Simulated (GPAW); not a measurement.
Crystal: W.

```
W
1.0
    -1.58234    1.58234    1.58234
     1.58234   -1.58234    1.58234
     1.58234    1.58234   -1.58234
W
1
Direct
  0.00000 0.00000 0.00000
```

Program: GPAW 26.7.0. Alike in all runs: cell as given; k mesh 12 × 12 × 12; cutoff (eV) 600.

Task: Order these runs on this cell by their pressure, lowest first.
A. level PBE; potentials or basis GPAW PAW data sets (gpaw-data 1.2.1), pw; spin off; smearing gaussian 0.018 eV
B. level LDA; potentials or basis the program's PAW data sets (release 1.2.1) made for this functional, pw; spin off; smearing fermi-dirac 0.05 eV; band path GHNGPH,PN; band points 60
C. level RPBE; potentials or basis the program's PAW data sets (release 1.2.1) made for this functional, pw; spin off; smearing fermi-dirac 0.05 eV; band path GHNGPH,PN; band points 100
D. level AM05; potentials or basis PAW data sets generated in the run's folder for this functional, pw; spin SOC, no magnetisation; smearing fermi-dirac 0.05 eV; band path GHNGPH,PN; band points 100; spin axis theta (degrees) 54.7; spin axis phi (degrees) 45; soc after scf second variation

Result: B (-9.9 GPa), D (-4.8 GPa), A (5.8 GPa), C (9.9 GPa).

Caveats: spin-orbit coupling was added after a scalar SCF, so levels and gaps hold it while energy, forces, pressure and moments don't (some runs).

Not every run made on this cell is shown here.
